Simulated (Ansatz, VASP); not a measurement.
## Bi: VASP beside Ansatz

```
Bi
1.0
     0.00000    3.64330    3.64330
     3.64330    0.00000    3.64330
     3.64330    3.64330    0.00000
Bi
2
Direct
  0.00000 0.00000 0.00000
  0.25000 0.25000 0.25000
```

Alike in both runs: functional PBE; k mesh 10 × 10 × 10; occupations fermi-dirac, width 0.05 eV; no spin polarisation.

Ansatz relaxed the structure, and its values are those at the end. VASP's run is a single point on that final structure, the one shown.

```csv
,VASP,Ansatz
version,VASP 6.6.1,Ansatz 0.2.0
potentials or method,"VASP PAW PBE potentials, release 64 (Bi_d)","PAW with Ansatz's earlier generated frozen-core files (soft_1), scalar-relativistic"
plane-wave cutoff (eV),520,420
valence electrons in the cell,30,30
```

|  | VASP | Ansatz | Ansatz less VASP |
| --- | --- | --- | --- |
| pressure (GPa) | 0.0 | 0.0 | +0.06 |
